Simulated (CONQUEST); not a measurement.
PbO2 under changes of volume

One of the cells (12.888 Å³/atom); the others are scaled copies at fixed shape and fractional positions:

```
CELL_PARAMETERS angstrom
3.79555 0.00000 0.00000
0.00000 3.79555 0.00000
0.00000 0.00000 5.36771
ATOMIC_POSITIONS crystal
Pb 0.00000 0.00000 0.00000
Pb 0.50000 0.50000 0.50000
O 0.00000 0.50000 0.25000
O 0.50000 0.00000 0.75000
O 0.00000 0.50000 0.75000
O 0.50000 0.00000 0.25000
```

The cell comes from a database or a generator and needn't be the stable form of this composition.

| Item | Value |
| --- | --- |
| Program | CONQUEST 1.3 |
| Functional | PBE |
| Potentials or basis | PseudoDojo NC PBE, DZP, grid of 40 × 40 × 60 points |
| k mesh | 7 × 7 × 5 |
| Occupations | fermi-dirac, width 0.05 eV |
| Spin | no spin polarisation |

```tsv
volume (Å³/atom)	energy over the lowest point (meV/atom)	pressure (GPa)
12.362	54.04	15.8
12.625	31.86	11.0
12.888	16.49	7.8
13.414	0.00	2.7
13.940	?	?
```

Question: What does the run at 13.940 Å³/atom give?

Answer: Energy over the lowest point 1.12 meV/atom; pressure -2.2 GPa.

Worked out: A Birch-Murnaghan fit of order 2 (a polynomial in V^(-2/3)) to the other rows has its minimum at 13.63 Å³/atom, just outside them, with B0 = V·E''(V) = 128 GPa. It gives 1.46 meV/atom at 13.940 Å³/atom, against the run's 1.12, and -dE/dV = -2.8 GPa, against -2.2.

Energies are extrapolated to zero smearing.

Caveats: the basis of atomic orbitals isn't converged, which shifts pressures, moduli and gaps; the real-space grid breaks the cell's symmetry a little.
